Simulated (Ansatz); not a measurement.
SiNi3:

```
CELL_PARAMETERS angstrom
3.54200 0.00000 0.00000
0.00000 3.54200 0.00000
0.00000 0.00000 3.54200
ATOMIC_POSITIONS crystal
Ni 0.50000 0.50000 0.00000
Ni 0.50000 0.00000 0.50000
Ni 0.00000 0.50000 0.50000
Si 0.00000 0.00000 0.00000
```

Base run:

* Program: Ansatz 0.2.0
* Functional: PBE
* Potentials or basis: Ansatz PAW
* Cutoff: 420 eV (not typed: the program's choice for these potentials)
* k mesh: 6 × 6 × 6
* Occupations: fermi-dirac, width 0.05 eV
* Spin: collinear spin, ferromagnetic start
* Starting moments: [1.5, 1.5, 1.5, 0.0] μB
* Fixed moment: 4.5 μB

Its results: pressure 12.2 GPa; site moments Ni +1.24; Si +0.38 μB.

Task: After a change of settings the same cell gave: pressure -3.7 GPa; site moments Ni +0.51; Si +0.02 μB. Which change was it?
A. fixed moment from 4.5 μB to 2.2 μB; moments at the start from [1.5, 1.5, 1.5, 0.0] to [0.73, 0.73, 0.73, 0.0]
B. fixed moment from 4.5 μB to 1.5 μB; moments at the start from [1.5, 1.5, 1.5, 0.0] to [0.5, 0.5, 0.5, 0.0]
C. fixed moment from 4.5 μB to 3 μB; moments at the start from [1.5, 1.5, 1.5, 0.0] to [1.0, 1.0, 1.0, 0.0]
D. fixed moment from 4.5 μB to 0.8 μB; moments at the start from [1.5, 1.5, 1.5, 0.0] to [0.27, 0.27, 0.27, 0.0]

Result: B.

Caveats: the total moment is fixed, so each spin has its own Fermi level; the thresholds are loose for stress.
